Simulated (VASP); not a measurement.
# InSe (P6_3/mmc) in VASP: notebook

Runs on InSe. Level: LDA. Tasks: atomic charges, electron localisation function.

Everything below comes from runs of VASP 6.6.1. Logs are shortened: lines on timing, memory, paths and dates and some standing lists are left out, and cuts for length are marked.

### 1 The crystal as given

The structure is hexagonal, space group P6_3/mmc (No. 194). Conventional cell: a = 4.050 Å, b = 4.050 Å, c = 16.930 Å, α = 90.00°, β = 90.00°, γ = 120.00°. In (site symmetry 3m) is surrounded by 3 Se at 2.52 Å. Around Se (site symmetry 3m) lie 3 In at 2.52 Å.

### 2 Atomic charges, LDA

The input, INCAR:

```
  ALGO = Normal
  EDIFF = 1E-6
  ENCUT = 520
  GGA = CA
  ISIF = 2
  ISMEAR = 0
  LASPH = True
  LCHARG = False
  LORBIT = 11
  LREAL = False
  LWAVE = False
  NELM = 80
  PREC = Accurate
  SIGMA = 0.02
```

The input, KPOINTS:

```
k-points
0
Gamma
  6 6 2
```

The input, POSCAR:

```
InSe
1.0
    4.0500000000      0.0000000000      0.0000000000
   -2.0250000000      3.5074028853      0.0000000000
    0.0000000000      0.0000000000     16.9300000000
In Se
4 4
Direct
    0.6666666667      0.3333333333      0.8430000000
    0.3333333333      0.6666666667      0.3430000000
    0.6666666667      0.3333333333      0.6570000000
    0.3333333333      0.6666666667      0.1570000000
    0.6666666667      0.3333333333      0.3980000000
    0.3333333333      0.6666666667      0.8980000000
    0.6666666667      0.3333333333      0.1020000000
    0.3333333333      0.6666666667      0.6020000000
```

Potentials or basis: VASP PAW LDA potentials, release 64 (In_d, Se).

Started as:

```console
cat potpaw_LDA.64/In_d/POTCAR potpaw_LDA.64/Se/POTCAR > POTCAR
mpirun -np 1 vasp_std > vasp.out
```

OUTCAR:

```text
EDIFF = 1E-6
   ENCUT = 520
   GGA = CA
   ISIF = 2
   ISMEAR = 0
   LASPH = True
   LORBIT = 11
   LREAL = False
   NELM = 80
   PREC = Accurate

 ion  position               nearest neighbor table
   1  0.667  0.333  0.843-   6 2.52   6 2.52   6 2.52   3 3.15
   2  0.333  0.667  0.343-   5 2.52   5 2.52   5 2.52   4 3.15
   3  0.667  0.333  0.657-   8 2.52   8 2.52   8 2.52   1 3.15
   4  0.333  0.667  0.157-   7 2.52   7 2.52   7 2.52   2 3.15
   5  0.667  0.333  0.398-   2 2.52   2 2.52   2 2.52
   6  0.333  0.667  0.898-   1 2.52   1 2.52   1 2.52
   7  0.667  0.333  0.102-   4 2.52   4 2.52   4 2.52
   8  0.333  0.667  0.602-   3 2.52   3 2.52   3 2.52

  LATTYP: Found a hexagonal cell.
 ALAT       =     4.0500000000
 C/A-ratio  =     4.1802469136

  Lattice vectors:

 A1 = (   4.0500000000,   0.0000000000,   0.0000000000)
 A2 = (  -2.0250000000,   3.5074028853,   0.0000000000)
 A3 = (   0.0000000000,   0.0000000000,  16.9300000000)

Analysis of symmetry for initial positions (statically):
=====================================================================
 Subroutine PRICEL returns:
 Original cell was already a primitive cell.

 Routine SETGRP: Setting up the symmetry group for a
 hexagonal supercell.

 Subroutine GETGRP returns: Found 24 space group operations
 (whereof 12 operations were pure point group operations)
 out of a pool of 24 trial point group operations.

The static configuration has the point symmetry D_3d.
 The point group associated with its full space group is D_6h.

Analysis of symmetry for dynamics (positions and initial velocities):
=====================================================================
 Subroutine PRICEL returns:
 Original cell was already a primitive cell.

 Routine SETGRP: Setting up the symmetry group for a
 hexagonal supercell.

 Subroutine GETGRP returns: Found 24 space group operations
 (whereof 12 operations were pure point group operations)
 out of a pool of 24 trial point group operations.

The dynamic configuration has the point symmetry D_3d.
 The point group associated with its full space group is D_6h.

 Subroutine INISYM returns: Found 24 space group operations
 (whereof 12 operations are pure point group operations),
 and found     1 'primitive' translations

----------------------------------------------------------------------------------------

                                     Primitive cell

  volume of cell :     240.4903

  direct lattice vectors                    reciprocal lattice vectors
     4.050000000  0.000000000  0.000000000     0.246913580  0.142555622  0.000000000
    -2.025000000  3.507402885  0.000000000     0.000000000  0.285111244  0.000000000
     0.000000000  0.000000000 16.930000000     0.000000000  0.000000000  0.059066745

  length of vectors
     4.050000000  4.050000000 16.930000000     0.285111244  0.285111244  0.059066745

  position of ions in fractional coordinates (direct lattice)
     0.666666667  0.333333333  0.843000000
     0.333333333  0.666666667  0.343000000
     0.666666667  0.333333333  0.657000000
     0.333333333  0.666666667  0.157000000
     0.666666667  0.333333333  0.398000000
     0.333333333  0.666666667  0.898000000
     0.666666667  0.333333333  0.102000000
     0.333333333  0.666666667  0.602000000

  ion indices of the primitive-cell ions
   primitive index   ion index
                 1           1
                 2           2
                 3           3
                 4           4
                 5           5
                 6           6
                 7           7
                 8           8

----------------------------------------------------------------------------------------

 KPOINTS: k-points

Automatic generation of k-mesh.
 Grid dimensions read from file:
 generate k-points for:    6    6    2

 Generating k-lattice:

  Cartesian coordinates                     Fractional coordinates (reciprocal lattice)
     0.041152263  0.023759270  0.000000000     0.166666667 -0.000000000  0.000000000
     0.000000000  0.047518541  0.000000000     0.000000000  0.166666667  0.000000000
     0.000000000  0.000000000  0.029533373     0.000000000  0.000000000  0.500000000

  Length of vectors
     0.047518541  0.047518541  0.029533373

  Shift w.r.t. Gamma in fractional coordinates (k-lattice)
     0.000000000  0.000000000  0.000000000

 Subroutine IBZKPT returns following result:
 ===========================================

 Found     14 irreducible k-points:

 Following reciprocal coordinates:
            Coordinates               Weight
  0.000000  0.000000  0.000000      1.000000
  0.166667  0.000000  0.000000      6.000000
  0.333333 -0.000000  0.000000      6.000000
  0.500000 -0.000000  0.000000      3.000000
  0.166667  0.166667  0.000000      6.000000
  0.333333  0.166667  0.000000     12.000000
  0.333333  0.333333  0.000000      2.000000
  0.000000  0.000000  0.500000      1.000000
  0.166667  0.000000  0.500000      6.000000
  0.333333 -0.000000  0.500000      6.000000
  0.500000 -0.000000  0.500000      3.000000
  0.166667  0.166667  0.500000      6.000000
  0.333333  0.166667  0.500000     12.000000
  0.333333  0.333333  0.500000      2.000000
   k-points           NKPTS =     14   k-points in BZ     NKDIM =     14   number of bands    NBANDS=     45
   number of dos      NEDOS =    301   number of ions     NIONS =      8
   total plane-waves  NPLWV = 113400
   dimension x,y,z NGX =    30 NGY =   30 NGZ =  126
   dimension x,y,z NGXF=    60 NGYF=   60 NGZF=  252
   ions per type =               4   4
   NGX,Y,Z   is equivalent  to a cutoff of  12.31, 12.31, 12.37 a.u.
   NGXF,Y,Z  is equivalent  to a cutoff of  24.63, 24.63, 24.75 a.u.
 SYSTEM =  unknown system
   PREC   = accura    normal or accurate (medium, high low for compatibility)
   ISTART =      0    job   : 0-new  1-cont  2-samecut
   ICHARG =      2    charge: 1-file 2-atom 10-const
   ISPIN  =      1    spin polarized calculation?
   LNONCOLLINEAR =      F non collinear calculations
   LSORBIT =      F    spin-orbit coupling
   LASPH  =      T    aspherical Exc in radial PAW
   ENCUT  =  520.0 eV  38.22 Ry    6.18 a.u.   7.53  7.53 31.48*2*pi/ulx,y,z
   NELM   =     80;   NELMIN=  2; NELMDL= -5     # of ELM steps
   EDIFF  = 0.1E-05   stopping-criterion for ELM
   LREAL  =      F    real-space projection
   EDIFFG = 0.1E-04   stopping-criterion for IOM
   NSW    =      0    number of steps for IOM
   IBRION =     -1    ionic relax: 0-MD 1-quasi-New 2-CG
   NFREE  =      0    steps in history (QN), initial steepest desc. (CG)
   ISIF   =      2    stress and relaxation
   ISYM   =      2    0-nonsym 1-usesym 2-fastsym
   POTIM  = 0.5000    time-step for ionic-motion
   TEBEG  =    0.0;   TEEND  =   0.0 temperature during run
   PSTRESS=    0.0 pullay stress
   NELECT =      76.0000    total number of electrons
   NUPDOWN=      -1.0000    fix difference up-down
   EMIN   =  10.00;   EMAX   =-10.00  energy-range for DOS
   EFERMI =   0.00;   METHOD = LEGACY
   ISMEAR =     0;   SIGMA  =   0.02  broadening in eV -4-tet -1-fermi 0-gaus
   EFERMI_NEDOS =   21; number of points for ismear=-14 and -15
   IALGO  =     38    algorithm
   IMIX   =      4    mixing-type and parameters
     AMIX     =   0.40;   BMIX     =  1.00
     AMIX_MAG =   1.60;   BMIX_MAG =  1.00
  volume/ion in A,a.u.               =      30.06       202.86
  Fermi-wavevector in a.u.,A,eV,Ry     =   1.115099  2.107232 16.918111  1.243446
  Thomas-Fermi vector in A             =   2.251701
   LORBIT       =     11    0 simple, 1 ext, 2 COOP (PROOUT), +10 PAW based schemes
   GGA     = CA    functional components
   LHFCALC =     F    Hartree Fock is set to
   AEXX    =    0.0000 exact exchange contribution
   IVDW    =     0    specifies the selected vdW correction
   LEPSILON=     F    determine dielectric tensor
   LRPA    =     F    only Hartree local field effects (RPA)
 non-spin polarized calculation
 Gauss-broadening in eV      SIGMA  =   0.02
  energy-cutoff  :      520.00
  volume of cell :      240.49
 maximum number of plane-waves:      6531
   NGX = 15   NGY = 15   NGZ = 63

 number of electron      75.9999998 magnetization

 Free energy of the ion-electron system (eV)
  ---------------------------------------------------
  ext. energy  EPLUGINS =         0.00000000
  ---------------------------------------------------
  free energy    TOTEN  =       -31.71527971 eV

  energy without entropy =      -31.71469071  energy(sigma->0) =      -31.71498521

 E-fermi :   4.0650     XC(G=0):  -9.0432

 val. band max:        4.0513117890   @ k =   0.1667   0.0000   0.0000
 cond. band min:       4.2708331703   @ k =   0.0000   0.0000   0.5000
 fundamental gap:      0.2195213813
 Fermi energy:         4.0649939808

 k-point     1 :       0.0000    0.0000    0.0000
  band No.  band energies     occupation
      1     -11.1483      2.00000
      2     -11.1352      2.00000
      3     -11.0528      2.00000
      4     -11.0328      2.00000
      5     -10.9334      2.00000
      6     -10.9334      2.00000
[... 37 lines left out ...]
     44       7.8235      0.00000
     45       7.9561      0.00000
[... 583 lines left out ...]
      5     -10.8677      2.00000
      6     -10.8677      2.00000
[... 37 lines left out ...]
     44       8.0377      0.00000
     45       8.5680      0.00000

------------------------ aborting loop because EDIFF is reached ----------------------------------------

  FORCE on cell =-STRESS in cart. coord.  units (eV):
  Direction    XX          YY          ZZ          XY          YZ          ZX
  --------------------------------------------------------------------------------------
  -------------------------------------------------------------------------------------
  Total        8.8348684      8.8348684     -1.8908375      0.0000000      0.0000000      0.0000000
  in kB       58.8590205     58.8590205    -12.5970006      0.0000000      0.0000000      0.0000000
  external PRESSURE =      35.0403468 kB  Pullay stress =       0.0000000 kB

 VOLUME and BASIS-vectors are now :
 -----------------------------------------------------------------------------
  energy-cutoff  :      520.00
  volume of cell :      240.49
      direct lattice vectors                 reciprocal lattice vectors
     4.050000000  0.000000000  0.000000000     0.246913580  0.142555622  0.000000000
    -2.025000000  3.507402885  0.000000000     0.000000000  0.285111244  0.000000000
     0.000000000  0.000000000 16.930000000     0.000000000  0.000000000  0.059066745

 POSITION                                       TOTAL-FORCE (eV/Angst)
 -----------------------------------------------------------------------------------
      2.02500      1.16913     14.27199         0.000000      0.000000     -2.615094
     -0.00000      2.33827      5.80699        -0.000000     -0.000000     -2.615094
      2.02500      1.16913     11.12301         0.000000     -0.000000      2.615094
     -0.00000      2.33827      2.65801         0.000000      0.000000      2.615094
      2.02500      1.16913      6.73814        -0.000000      0.000000      1.656815
     -0.00000      2.33827     15.20314         0.000000     -0.000000      1.656815
      2.02500      1.16913      1.72686        -0.000000      0.000000     -1.656815
     -0.00000      2.33827     10.19186        -0.000000     -0.000000     -1.656815
 -----------------------------------------------------------------------------------
    total drift:                               -0.000000     -0.000000      0.000000

  FREE ENERGIE OF THE ION-ELECTRON SYSTEM (eV)
  ---------------------------------------------------
  free  energy   TOTEN  =       -31.7152797089 eV

  energy  without entropy=      -31.7146907054  energy(sigma->0) =      -31.71498521

 total charge

# of ion       s       p       d       tot
------------------------------------------
    1        0.878   0.717   9.900  11.495
    2        0.878   0.717   9.900  11.495
    3        0.878   0.717   9.900  11.495
    4        0.878   0.717   9.900  11.495
    5        1.467   2.414   0.029   3.910
    6        1.467   2.414   0.029   3.910
    7        1.467   2.414   0.029   3.910
    8        1.467   2.414   0.029   3.910
--------------------------------------------------
tot          9.380  12.523  39.715  61.617
```

Wall time 87 s (1 thread of AMD EPYC 9R45 (Zen 5), shared host); peak memory 0.29 GiB.

Results:

| Quantity | Value |
| --- | --- |
| Free energy | -31.7153 eV |
| Pressure | 3.5 GPa |
| Largest force | 2.615 eV/Å |
| Band gap on the k mesh | none (metal or under the smearing width) |
| Valence electrons inside the program's atomic spheres | In 11.49; Se 3.91 |

Forces on the atoms (eV/Å):
```
In   0.000  0.000 -2.615
In   0.000  0.000 -2.615
In   0.000  0.000  2.615
In   0.000  0.000  2.615
Se   0.000  0.000  1.657
Se   0.000  0.000  1.657
Se   0.000  0.000 -1.657
Se   0.000  0.000 -1.657
```

Levels at points of the mesh, in eV from the Fermi level:
```csv
k point,band 36,band 37,band 38,band 39,band 40,band 41
"(0.00, 0.00, 0.00)",-2.10,-1.41,-0.52,-0.05,0.32,1.15
"(0.50, 0.00, 0.00)",-2.51,-1.50,-0.98,0.83,1.01,1.27
"(0.00, 0.00, 0.50)",-2.12,-1.02,-1.02,0.21,0.21,1.33
"(0.50, 0.00, 0.50)",-2.65,-1.25,-1.25,1.08,1.08,1.17
```

Caveat: forces of over 1 eV/Å show positions far from the minimum, so gaps and moduli don't describe the material at rest.

(Continued in part 2 of 2.)
